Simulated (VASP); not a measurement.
# Ge (I4_1/amd) in VASP: notebook, part 2 of 2

VASP 6.6.1. Earlier steps stand in the parts before.

## (4) Single point, PBE

Input file INCAR:

```
PREC = Normal
ENCUT = 400
EDIFF = 1E-4
ISMEAR = 0
SIGMA = 0.05
LREAL = Auto
LASPH = T
NELM = 100
ALGO = Normal
ISIF = 2
LWAVE = F
LCHARG = F
GGA = PE
NBANDS = 21
ADDGRID = F
```

Input file KPOINTS:

```
regular mesh
0
Gamma
  8 8 8
```

Input file POSCAR:

```
Ge
1.0
   -2.5744897190      2.5744897190      1.3974126432
    2.5744897190     -2.5744897190      1.3974126432
    2.5744897190      2.5744897190     -1.3974126432
Ge
2
Direct
    0.5000000000      0.5000000000      0.0000000000
    0.2500000000      0.7500000000      0.5000000000
```

Potentials or basis: VASP PAW PBE potentials, release 64 (Ge_d).

Run with:

```
$ cat potpaw_PBE.64/Ge_d/POTCAR > POTCAR
$ mpirun -np 1 vasp_std > vasp.out
```

OUTCAR:

```text
PREC = Normal
   ENCUT = 400
   EDIFF = 1E-4
   ISMEAR = 0
   LREAL = Auto
   LASPH = T
   NELM = 100
   ISIF = 2
   GGA = PE

 Found     59 irreducible k-points:

 Following reciprocal coordinates:
            Coordinates               Weight
  0.000000  0.000000  0.000000      1.000000
  0.125000  0.000000 -0.000000      8.000000
  0.250000  0.000000 -0.000000      8.000000
  0.375000  0.000000  0.000000      8.000000
  0.500000  0.000000 -0.000000      4.000000
  0.125000  0.125000 -0.000000      8.000000
   k-points           NKPTS =     59   k-points in BZ     NKDIM =     59   number of bands    NBANDS=     21
   number of dos      NEDOS =    301   number of ions     NIONS =      2
   total plane-waves  NPLWV =   8000
   dimension x,y,z NGX =    20 NGY =   20 NGZ =   20
   dimension x,y,z NGXF=    40 NGYF=   40 NGZF=   40
   ions per type =               2
   NGX,Y,Z   is equivalent  to a cutoff of   8.53,  8.53,  8.53 a.u.
   NGXF,Y,Z  is equivalent  to a cutoff of  17.05, 17.05, 17.05 a.u.
 SYSTEM =  unknown system
   PREC   = normal    normal or accurate (medium, high low for compatibility)
   ISTART =      0    job   : 0-new  1-cont  2-samecut
   ICHARG =      2    charge: 1-file 2-atom 10-const
   ISPIN  =      1    spin polarized calculation?
   LNONCOLLINEAR =      F non collinear calculations
   LSORBIT =      F    spin-orbit coupling
   LASPH  =      T    aspherical Exc in radial PAW
   ENCUT  =  400.0 eV  29.40 Ry    5.42 a.u.   6.36  6.36  6.36*2*pi/ulx,y,z
   NELM   =    100;   NELMIN=  2; NELMDL= -5     # of ELM steps
   EDIFF  = 0.1E-03   stopping-criterion for ELM
   LREAL  =      T    real-space projection
   EDIFFG = 0.1E-02   stopping-criterion for IOM
   NSW    =      0    number of steps for IOM
   IBRION =     -1    ionic relax: 0-MD 1-quasi-New 2-CG
   NFREE  =      0    steps in history (QN), initial steepest desc. (CG)
   ISIF   =      2    stress and relaxation
   ISYM   =      2    0-nonsym 1-usesym 2-fastsym
   POTIM  = 0.5000    time-step for ionic-motion
   TEBEG  =    0.0;   TEEND  =   0.0 temperature during run
   PSTRESS=    0.0 pullay stress
   NELECT =      28.0000    total number of electrons
   NUPDOWN=      -1.0000    fix difference up-down
   EMIN   =  10.00;   EMAX   =-10.00  energy-range for DOS
   EFERMI =   0.00;   METHOD = LEGACY
   ISMEAR =     0;   SIGMA  =   0.05  broadening in eV -4-tet -1-fermi 0-gaus
   EFERMI_NEDOS =   21; number of points for ismear=-14 and -15
   IALGO  =     38    algorithm
   IMIX   =      4    mixing-type and parameters
     AMIX     =   0.40;   BMIX     =  1.00
     AMIX_MAG =   1.60;   BMIX_MAG =  1.00
  volume/ion in A,a.u.               =      18.52       125.01
  Fermi-wavevector in a.u.,A,eV,Ry     =   1.491209  2.817976 30.255333  2.223704
  Thomas-Fermi vector in A             =   2.603893
   LORBIT       =      0    0 simple, 1 ext, 2 COOP (PROOUT), +10 PAW based schemes
   GGA     = PE    functional components
   LHFCALC =     F    Hartree Fock is set to
   AEXX    =    0.0000 exact exchange contribution
   IVDW    =     0    specifies the selected vdW correction
   LEPSILON=     F    determine dielectric tensor
   LRPA    =     F    only Hartree local field effects (RPA)
 non-spin polarized calculation
 Gauss-broadening in eV      SIGMA  =   0.05
  energy-cutoff  :      400.00
  volume of cell :       37.05
 maximum number of plane-waves:       691
   NGX = 13   NGY = 13   NGZ = 13

 number of electron      27.9999968 magnetization

 Free energy of the ion-electron system (eV)
  ---------------------------------------------------
  ext. energy  EPLUGINS =         0.00000000
  ---------------------------------------------------
  free energy    TOTEN  =        -8.54070718 eV

  energy without entropy =       -8.53980626  energy(sigma->0) =       -8.54025672

 E-fermi :   6.7245     XC(G=0): -11.3207

 val. band max:        6.7025378219   @ k =  -0.2500   0.2500   0.2500
 cond. band min:       6.8420263498   @ k =   0.3750   0.3750   0.1250
 fundamental gap:      0.1394885279
 Fermi energy:         6.7245486265

 k-point     1 :       0.0000    0.0000    0.0000
  band No.  band energies     occupation
      1     -17.9586      2.00000
      2     -17.9085      2.00000
      3     -17.8829      2.00000
      4     -17.8761      2.00000
      5     -17.7722      2.00000
      6     -17.7721      2.00000
[... 13 lines left out ...]
     20      18.3534      0.00000
     21      19.3398      0.00000

 k-point     2 :       0.1250    0.0000   -0.0000
  band No.  band energies     occupation
      1     -17.9523      2.00000
      2     -17.8886      2.00000
      3     -17.8751      2.00000
      4     -17.8528      2.00000
      5     -17.7868      2.00000
      6     -17.7829      2.00000
[... 13 lines left out ...]
     20      17.6890      0.00000
     21      18.1681      0.00000

 k-point     3 :       0.2500    0.0000   -0.0000
  band No.  band energies     occupation
      1     -17.9351      2.00000
      2     -17.8570      2.00000
      3     -17.8521      2.00000
      4     -17.8246      2.00000
      5     -17.8120      2.00000
      6     -17.7825      2.00000
[... 13 lines left out ...]
     20      15.6399      0.00000
     21      17.5771      0.00000

 k-point     4 :       0.3750    0.0000    0.0000
  band No.  band energies     occupation
      1     -17.9188      2.00000
      2     -17.8537      2.00000
      3     -17.8488      2.00000
      4     -17.8364      2.00000
      5     -17.8167      2.00000
      6     -17.7987      2.00000
[... 13 lines left out ...]
     20      15.9789      0.00000
     21      18.9692      0.00000

 k-point     5 :       0.5000    0.0000   -0.0000
  band No.  band energies     occupation
      1     -17.9107      2.00000
      2     -17.8673      2.00000
      3     -17.8609      2.00000
      4     -17.8313      2.00000
      5     -17.8078      2.00000
      6     -17.8058      2.00000
[... 13 lines left out ...]
     20      18.3885      0.00000
     21      19.2620      0.00000

 k-point     6 :       0.1250    0.1250   -0.0000
  band No.  band energies     occupation
      1     -17.9409      2.00000
      2     -17.8614      2.00000
      3     -17.8492      2.00000
      4     -17.8163      2.00000
      5     -17.8045      2.00000
      6     -17.7956      2.00000
[... 13 lines left out ...]
     20      15.8736      0.00000
     21      16.4747      0.00000

 [... further k-points ...]
[... 5 lines left out ...]
  --------------------------------------------------------------------------------------
  -------------------------------------------------------------------------------------
  Total        0.1347635      0.1347635      1.2296367      0.0000000      0.0000000      0.0000000
  in kB        5.8279489      5.8279489     53.1765799      0.0000000      0.0000000      0.0000000
  external PRESSURE =      21.6108259 kB  Pullay stress =       0.0000000 kB

 VOLUME and BASIS-vectors are now :
 -----------------------------------------------------------------------------
  energy-cutoff  :      400.00
  volume of cell :       37.05
      direct lattice vectors                 reciprocal lattice vectors
    -2.574489719  2.574489719  1.397412643     0.000000000  0.194213244  0.357804119
     2.574489719 -2.574489719  1.397412643     0.194213244  0.000000000  0.357804119
     2.574489719  2.574489719 -1.397412643     0.194213244  0.194213244  0.000000000

 POSITION                                       TOTAL-FORCE (eV/Angst)
 -----------------------------------------------------------------------------------
      0.00000      0.00000      1.39741         0.000000     -0.000000      0.000000
      2.57449      0.00000      0.69871        -0.000000      0.000000     -0.000000
 -----------------------------------------------------------------------------------
    total drift:                               -0.000000     -0.000000      0.000000

  FREE ENERGIE OF THE ION-ELECTRON SYSTEM (eV)
  ---------------------------------------------------
  free  energy   TOTEN  =        -8.5407071775 eV

  energy  without entropy=       -8.5398062599  energy(sigma->0) =       -8.54025672
```

stdout:

```text
POSCAR found type information on POSCAR Ge
 POSCAR found :  1 types and       2 ions
 scaLAPACK will be used
 -----------------------------------------------------------------------------
|                                                                             |
|                                                                             |
|     You have a (more or less) 'small supercell' and for smaller cells       |
|     it is recommended to use the reciprocal-space projection scheme!        |
|     The real-space optimization is not efficient for small cells and it     |
|     is also less accurate ...                                               |
|     Therefore, set LREAL=.FALSE. in the INCAR file.                         |
|                                                                             |
 -----------------------------------------------------------------------------

 LDA part: xc-table for (Slater+PW92), standard interpolation
 POSCAR, INCAR and KPOINTS ok, starting setup
 FFT: planning ... GRIDC
 FFT: planning ... GRID_SOFT
 FFT: planning ... GRID
 WAVECAR not read
 entering main loop
```

Run time: 10 s. Hardware: 1 thread of Intel Xeon 6975P-C (Granite Rapids), shared host; peak memory 0.13 GiB.

The run converged, but some of its settings lie outside the range that counts as converged, so its numbers aren't taken as properties of the crystal.

Results:

```yaml
Free_energy: -8.5407 eV
Pressure: 2.2 GPa
Band_gap_on_the_k_mesh: none (metal or under the smearing width)
```
